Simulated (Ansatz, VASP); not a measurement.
Given: the input of a run of Ansatz 0.2.0 on Mg.

input.yaml

```yaml
crystal:
  lattice:
    - [-1.7960930206, 1.7960930206, 1.7960930206]
    - [1.7960930206, -1.7960930206, 1.7960930206]
    - [1.7960930206, 1.7960930206, -1.7960930206]
  atoms:
    - { symbol: Mg, position: [0.0, 0.0, 0.0] }
hamiltonian:
  xc: pbe
  pseudopotentials: { kind: paw }
kpoints:
  mp_grid: { grid: [11, 11, 11] }
scf:
  occupations: { method: fermi_dirac, width: 0.05 }
output:
  forces: true
  stress: true
  eigenvalues: true
```

Potentials or basis: Ansatz PAW.

Launch:

```console
$ ansatz run input.yaml --threads 1 --pin off --max-ram 3584MiB --backend cpu --events-out ev --progress --plain --runs-dir out
```

**Question.** Set up the same calculation for VASP 6.6.1. Potentials there: VASP PAW PBE potentials, release 64 (Mg).

**Answer.** As run (the cutoff follows the program's own potentials):

INCAR

```
  PREC = Accurate
  ENCUT = 520
  EDIFF = 1E-7
  ISMEAR = -1
  SIGMA = 0.05
  LREAL = F
  LASPH = T
  NELM = 100
  ALGO = Normal
  ISIF = 2
  LWAVE = F
  LCHARG = F
  GGA = PE
  NBANDS = 7
```

The input KPOINTS:

```
Automatic mesh
0
Gamma
  11 11 11
```

POSCAR

```
Mg
1.0
   -1.7960930206      1.7960930206      1.7960930206
    1.7960930206     -1.7960930206      1.7960930206
    1.7960930206      1.7960930206     -1.7960930206
Mg
1
Direct
    0.0000000000      0.0000000000      0.0000000000
```

Potentials or basis: VASP PAW PBE potentials, release 64 (Mg).

Launch:

```bash
$ cat potpaw_PBE.64/Mg/POTCAR > POTCAR
$ mpirun -np 1 vasp_std > vasp.out
```

Both were run:

|  | VASP | Ansatz | Ansatz less VASP |
| --- | --- | --- | --- |
| gap on the k mesh at the Fermi level (eV) | none | none | - |
| pressure (GPa) | -0.6 | -0.5 | +0.13 |

A gap of «none» marks a metal or a gap that the smearing closes. The two sets of potentials don't hold the same shells in valence.
